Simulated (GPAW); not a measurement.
## MoSe2: relaxation of cell and atoms with revPBE+D3

The system is MoSe2.

```
CELL_PARAMETERS angstrom
3.28800 0.00000 0.00000
-1.64400 2.84749 0.00000
0.00000 0.00000 12.90000
ATOMIC_POSITIONS crystal
Mo 0.66667 0.33333 0.75000
Mo 0.33333 0.66667 0.25000
Se 0.66667 0.33333 0.37500
Se 0.33333 0.66667 0.62500
Se 0.33333 0.66667 0.87500
Se 0.66667 0.33333 0.12500
```

| Item | Value |
| --- | --- |
| Program | GPAW 26.7.0 |
| Task | relaxation of cell and atoms |
| Functional | revPBE |
| Dispersion | D3 |
| Potentials or basis | the program's PAW data sets (release 1.2.1) made for this functional |
| Cutoff | 600 eV |
| Basis | pw |
| k mesh | 6 × 6 × 2 |
| Occupations | fermi-dirac, width 0.05 eV |
| Spin | no spin polarisation |
| Target pressure | 10 GPa |
| Maxiter | 150 |
| Optimizer | BFGS |
| Fmax | 0.02 eV/Å |
| Max steps | 100 |
| Target pressure | 10 GPa |

```
Relaxed volume                                         : 17.55 Å³/atom
Relaxed cell                                           : a = 3.196 Å, b = 3.196 Å, c = 11.905 Å, α = 90.00°, β = 90.00°, γ = 120.00°
Space group after relaxing (to 0.05 Å)                 : P6_3/mmc (No. 194)
Energy change on relaxing (the enthalpy is what falls) : +51.9 meV/atom
Ionic steps                                            : 13
Pressure after relaxing                                : 10.0 GPa
Band gap on the k mesh                                 : 0.34 eV, indirect (least direct gap 1.24 eV)
Dispersion energy per atom                             : -0.606 eV
```

Forces in eV/Å, atoms in the order of the input:
```
Mo   0.000  0.000  0.000
Mo   0.000  0.000  0.000
Se   0.000  0.000  0.002
Se   0.000  0.000 -0.002
Se   0.000  0.000  0.002
Se   0.000  0.000 -0.002
```

Stress tensor (GPa, compression positive):
```
 9.95  0.00  0.00
 0.00  9.95  0.00
 0.00  0.00 10.03
```

The path:
```csv
step,energy change (eV),largest force (eV/Å),pressure (GPa),volume (Å³)
1,0.0000,1.1061,5.75,120.78
2,-0.0490,0.8398,4.86,120.32
3,-0.0688,0.2221,2.03,116.95
4,-0.0013,0.4220,2.34,114.80
5,0.2162,0.5173,5.43,109.36
6,0.3312,0.2685,8.70,106.70
7,0.3572,0.0675,10.91,105.91
8,0.3437,0.1980,11.38,105.98
9,0.3197,0.3560,11.77,106.03
10,0.3060,0.4101,11.73,105.79
11,0.3124,0.2496,11.03,105.37
12,0.3106,0.0726,10.25,105.32
13,0.3112,0.0022,9.98,105.30
```

Final structure:
```
CELL_PARAMETERS angstrom
3.19575 0.00000 0.00000
-1.59787 2.76760 0.00000
0.00000 0.00000 11.90545
ATOMIC_POSITIONS crystal
Mo 0.66667 0.33333 0.75000
Mo 0.33333 0.66667 0.25000
Se 0.66667 0.33333 0.39093
Se 0.33333 0.66667 0.60907
Se 0.33333 0.66667 0.89093
Se 0.66667 0.33333 0.10907
```

Levels at points of the mesh, in eV from the valence-band top:
```
           k point  band 22  band 23  band 24  band 25  band 26  band 27  band 28  band 29  band 30  band 31
(0.00, 0.00, 0.00)    -1.73    -1.61    -1.61    -0.23     0.00     2.31     2.31     2.33     2.33     2.51
(0.00, 0.00, 0.50)    -1.69    -1.69    -1.69    -0.06    -0.06     2.30     2.30     2.30     2.30     2.73
(0.50, 0.50, 0.00)    -2.53    -1.69    -1.61    -1.46    -0.86     1.49     1.57     1.59     2.24     2.44
(0.50, 0.50, 0.50)    -2.92    -1.53    -1.53    -1.24    -1.24     1.52     1.52     1.94     1.94     3.11
```

Wall time 11 min on 1 thread of Arm Neoverse V1 (shared host), peak memory 0.36 GiB.

Caveat: the k mesh is coarse; later steps reuse the first step's grids. A k mesh can miss the band edges.
